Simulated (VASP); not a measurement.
A VASP 6.6.1 single-point calculation on AlN

INCAR

```
PREC = Accurate
LASPH = .TRUE.
ISIF = 2
IBRION = -1
GGA = PE
NBANDS = 11
NSW = 0
LWAVE = .FALSE.
LREAL = .FALSE.
LCHARG = .FALSE.
ENCUT = 520
EDIFF = 1E-7
SIGMA = 0.5
ISMEAR = -5
NELM = 120
```

KPOINTS

```
KPOINTS created by Atomic Simulation Environment
0
Gamma
8 8 8
0 0 0
```

POSCAR

```
Al N
 1.0000000000000000
    -0.0211000000000000    2.1852999999999998    2.1709999999999998
     2.1223999999999998   -0.0368000000000000    2.1867000000000001
     2.0482000000000000    2.1267000000000000    0.0375000000000000
 Al  N
   1   1
Cartesian
  0.4136677700000000  2.2553179999999999  1.9199364399999996
  1.0104041600000000  1.0316530699999999  0.9861692600000000
```

The recommended PBE PAW datasets give the neutral cell 8 valence electrons.

Command

```
mpirun -np 1 vasp_std
```

Problem. How does this run end, and what does it give?

Solution. It converged. Results: gap between bands v and c on the k mesh 1.93 eV; least direct gap on the k mesh 2.79 eV; pressure 38.9 GPa; largest force 5.24 eV/Å. Band v is the last that the valence electrons fill when counted band by band, and c is the next.

OSZICAR

```
N       E                     dE             d eps       ncg     rms          rms(c)
DAV:   1     0.130070864116E+02    0.13007E+02   -0.40669E+03  5848   0.631E+02
DAV:   2    -0.154849278734E+02   -0.28492E+02   -0.27801E+02  6840   0.142E+02
DAV:   3    -0.163422049474E+02   -0.85728E+00   -0.85635E+00  6984   0.238E+01
DAV:   4    -0.163460753400E+02   -0.38704E-02   -0.38702E-02  6514   0.176E+00
DAV:   5    -0.163461152114E+02   -0.39871E-04   -0.39871E-04  6898   0.177E-01    0.983E+00
DAV:   6    -0.133620435303E+02    0.29841E+01   -0.14210E+01  6509   0.192E+01    0.318E+00
DAV:   7    -0.133323295389E+02    0.29714E-01   -0.23807E-01  6653   0.376E+00    0.229E+00
DAV:   8    -0.133173612226E+02    0.14968E-01   -0.38166E-02  6437   0.168E+00    0.454E-01
DAV:   9    -0.133162649244E+02    0.10963E-02   -0.50355E-03  6764   0.448E-01    0.188E-01
DAV:  10    -0.133163243501E+02   -0.59426E-04   -0.42703E-04  6431   0.150E-01    0.351E-02
DAV:  11    -0.133163394239E+02   -0.15074E-04   -0.31768E-05  6785   0.456E-02    0.252E-02
DAV:  12    -0.133163395019E+02   -0.77941E-07   -0.32202E-06  6641   0.121E-02    0.447E-03
DAV:  13    -0.133163395349E+02   -0.33031E-07   -0.13042E-07  6363   0.296E-03
   1 F= -.13316340E+02 E0= -.13316340E+02  d E =0.000000E+00
```

Standard output (part)

```
POSCAR found type information on POSCAR AlN
 POSCAR found :  2 types and       2 ions
 LDA part: xc-table for (Slater+PW92), standard interpolation
 POSCAR, INCAR and KPOINTS ok, starting setup
 WAVECAR not read
 entering main loop
```

For comparison, a separate PBE run of the intended cell, on usual settings and not on those above, gives a gap of 1.93 eV on its mesh and a pressure of 38.9 GPa.
